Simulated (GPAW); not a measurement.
Consider ZnO (zincite, P6_3mc).

```xyz
4
Lattice="3.2493 0.0000 0.0000 -1.6247 2.8140 0.0000 0.0000 0.0000 5.2057" Properties=species:S:1:pos:R:3 pbc="T T T"
Zn    1.6247    0.9380    0.0000
Zn    0.0000    1.8760    2.6029
O     0.0000    1.8760    4.5759
O     1.6247    0.9380    1.9730
```

Absorber: atom 3, with 4 Zn at 1.97 Å (tetrahedral, site symmetry 3m). Method: GPAW, revPBE, full core hole (charged cell), 12-atom cell with 5.6 Å between holes, 5×5×5 k points, dipole transitions, Gaussian full width 0.9 eV up to 4 eV, rising linearly to 3.5 eV at 25 eV.

**Question.** What does the O K edge look like?

Main maxima up to 24 eV above the zero (height): 7.0 eV (3.09), 10.1 eV (1.05) and 12.5 eV (1.02). A K edge sees empty p states on the absorber. The total-energy difference plus the lowest empty eigenvalue puts the zero at 537.83 eV. One term is added: -8.91 eV, since the hole is spin-paired here and a spin-polarised one costs that much less in the free atom (computed apart). The photon energy is then 528.92 eV. The functional and the charged cell's background leave an error of a few eV in such absolute values.

The O K spectrum (energy from the lowest empty level; intensity scaled to a mean of 1 over the first 20 eV; polarised curves are means over the symmetry-equivalent atoms):

```csv
E (eV),isotropic,ε ⊥ c,ε ∥ c
-2.0,0.00,0.00,0.00
-1.5,0.00,0.00,0.00
-1.0,0.00,0.00,0.00
-0.5,0.00,0.00,0.00
0.0,0.00,0.00,0.00
0.5,0.03,0.03,0.03
1.0,0.08,0.08,0.07
1.5,0.15,0.15,0.15
2.0,0.28,0.29,0.25
2.5,0.36,0.37,0.34
3.0,0.60,0.60,0.61
3.5,0.90,0.92,0.84
4.0,1.43,1.41,1.46
4.5,1.82,1.75,1.95
5.0,2.05,1.94,2.29
5.5,2.07,2.08,2.07
6.0,2.28,2.49,1.88
6.5,2.81,3.11,2.19
7.0,3.09,3.36,2.55
7.5,2.73,2.85,2.48
8.0,1.92,1.94,1.89
8.5,1.20,1.12,1.35
9.0,0.89,0.69,1.29
9.5,0.95,0.63,1.58
10.0,1.05,0.71,1.73
10.5,1.00,0.77,1.46
11.0,0.92,0.86,1.05
11.5,0.92,1.00,0.75
12.0,0.98,1.17,0.61
12.5,1.02,1.27,0.53
13.0,0.98,1.23,0.50
13.5,0.87,1.06,0.49
14.0,0.73,0.84,0.51
14.5,0.60,0.63,0.54
15.0,0.52,0.49,0.58
15.5,0.47,0.39,0.62
16.0,0.44,0.33,0.65
16.5,0.42,0.30,0.66
17.0,0.42,0.30,0.65
17.5,0.42,0.32,0.64
18.0,0.45,0.36,0.62
18.5,0.49,0.43,0.63
19.0,0.55,0.50,0.67
19.5,0.63,0.57,0.74
20.0,0.70,0.64,0.83
20.5,0.78,0.71,0.91
21.0,0.85,0.79,0.98
21.5,0.92,0.88,1.00
22.0,0.98,0.98,0.98
22.5,1.03,1.08,0.93
23.0,1.07,1.18,0.86
23.5,1.12,1.29,0.79
24.0,1.18,1.40,0.76
24.5,1.26,1.50,0.77
25.0,1.33,1.57,0.85
25.5,1.39,1.60,0.97
26.0,1.43,1.58,1.13
26.5,1.43,1.50,1.31
27.0,1.41,1.38,1.46
27.5,1.34,1.24,1.56
28.0,1.26,1.09,1.59
28.5,1.15,0.97,1.53
29.0,1.05,0.87,1.40
29.5,0.95,0.81,1.23
30.0,0.87,0.77,1.06
30.5,0.80,0.74,0.91
31.0,0.74,0.72,0.79
31.5,0.69,0.69,0.69
32.0,0.66,0.67,0.63
```

The holes are only 5.6 Å apart, so the shape is probably not converged with cell size; no larger cell was run here. The mesh is coarse (0.27 Å⁻¹ between points), so small maxima may be mesh ripples. The structure is a published determination, not relaxed.

[Banner, clock and machine lines of the logs are left out without a mark of their own.]

[Logs are printed without paths, hosts, clocks, repeated set-up lines and the standing remarks that a program may print on its own settings, such as how far it seeks lower states.]

[Hosts, paths, dates, database ids (printed as entryN), source tags and the programs' standing remarks are cut or masked in the printed files.]

[Lists of maxima count a maximum above −3 eV only where it reaches 4 % of the highest in the window and stands out from its surroundings by 2 % of it (1.5 % where it reaches 55 %); shoulders and weaker maxima are passed over, and of the rest the first, up to two pre-edge ones and the few strongest are named.]
